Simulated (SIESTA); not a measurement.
Pb in SIESTA: convergence with k mesh

The system is Pb.

```
Pb
1.0
    -2.06690    2.05040    2.08125
     1.99925   -1.93748    1.90067
     1.99103    1.86160   -1.96833
Pb
1
Direct
  0.00466 0.99633 0.00314
```

The cell isn't the ideal one: cell strained at random at fixed volume.

| Quantity | Value |
| --- | --- |
| Program | SIESTA 5.4.2 |
| Task | single point |
| Functional | PBEsol |
| Potentials or basis | PseudoDojo 0.4 standard (PBEsol files) |
| Basis | DZP (energy shift 0.003 Ry; two zetas on semicore shells) |
| Grid cutoff | 500 Ry |
| Energy shift | 0.003 Ry |
| k mesh | 2 × 2 × 2 |
| Occupations | fermi-dirac, width 0.05 eV |
| Spin | no spin polarisation |

These are the settings of the first run; the series varies k mesh, with any setting tied to it.

Hardware: 1 thread of Intel(R) Xeon(R) Platinum 8488C (Sapphire Rapids) (shared host).

The values tried are 2 × 2 × 2, 4 × 4 × 4, 5 × 5 × 5, 6 × 6 × 6, 8 × 8 × 8, 9 × 9 × 9, 11 × 11 × 11, loosest first. From which on does the pressure stay within 0.1 GPa of the tightest run that finished?

From 9 × 9 × 9 on.

| k mesh | energy less the tightest run, at zero smearing (meV/atom) | pressure (GPa) | SCF cycles | CPU time (s) | peak memory (GiB) |
| --- | --- | --- | --- | --- | --- |
| 2 × 2 × 2 | -1757.86 | -7.89 | 10 | 21 | 0.22 |
| 4 × 4 × 4 | 190.63 | -2.23 | 8 | 19 | 0.22 |
| 5 × 5 × 5 | 23.07 | 0.36 | 7 | 18 | 0.22 |
| 6 × 6 × 6 | 1.72 | -1.08 | 7 | 19 | 0.22 |
| 8 × 8 × 8 | -8.50 | -0.75 | 7 | 23 | 0.22 |
| 9 × 9 × 9 | 17.62 | -0.90 | 8 | 24 | 0.22 |
| 11 × 11 × 11 | 0.00 | -0.94 | 7 | 28 | 0.22 |

Not settled before the last step: the energy (to 1 meV/atom). Meshes of other sizes hit other points, so gaps and Fermi surfaces needn't settle smoothly. The tightest run that finished is the yardstick and may itself not be fully converged.

Caveat, for the tightest run too: the basis of atomic orbitals isn't converged, which shifts pressures, moduli and gaps. Spin-orbit coupling is left out, which matters for the levels of Pb.
